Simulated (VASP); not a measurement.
## Sn: relaxation of shape and atoms at fixed volume with PBE+D3(BJ)

Crystal: Sn.

```
Sn
1.0
    -2.92486    2.92486    1.58817
     2.92486   -2.92486    1.58817
     2.92486    2.92486   -1.58817
Sn
2
Direct
  0.00000 0.00000 0.00000
  0.75000 0.25000 0.50000
```

```yaml
Program: VASP 6.6.1
Task: relaxation of shape and atoms at fixed volume
Functional: PBE
Dispersion: D3(BJ)
Potentials_or_basis: VASP PAW PBE potentials, release 64 (Sn_d)
Cutoff: 600 eV
k_mesh: 12 × 12 × 12
Occupations: gaussian, width 0.03 eV
Spin: no spin polarisation
Further_INCAR_settings: ALGO = Fast; EDIFF = 1e-07; IBRION = 2; EDIFFG = -0.01; NSW = 40; ISIF = 4
```

```
Pressure after relaxing    : 0.0 GPa
Band gap on the k mesh     : none (metal or under the smearing width)
Dispersion energy per atom : -0.389 eV
```

Final structure:
```xyz
2
Lattice="-2.9249 2.9249 1.5882 2.9249 -2.9249 1.5882 2.9249 2.9249 -1.5882" Properties=species:S:1:pos:R:3 pbc="T T T"
Sn    0.0000    0.0000    0.0000
Sn    0.0000    2.9249    0.7941
```

Levels at points of the mesh, in eV from the Fermi level:
```
           k point  band 12  band 13  band 14  band 15  band 16  band 17
(0.00, 0.00, 0.00)    -3.67    -1.99    -1.99     2.97     6.19     6.26
(0.50, 0.00, 0.00)    -5.38    -2.32    -1.71    -1.13     2.25     2.85
(0.50, 0.50, 0.00)    -8.89     0.58     0.58     1.56     1.56     6.07
(0.50, 0.50, 0.50)    -7.56    -4.80    -4.80     5.10     5.10     9.34
```

Run time: 71 s on 1 thread of Intel(R) Xeon(R) 6975P-C (Granite Rapids), on a shared host, peak memory 0.33 GiB.

Caveat: the relaxation stopped at its first step, so nothing moved; pairwise dispersion overbinds metals, which lowers pressure and volume.
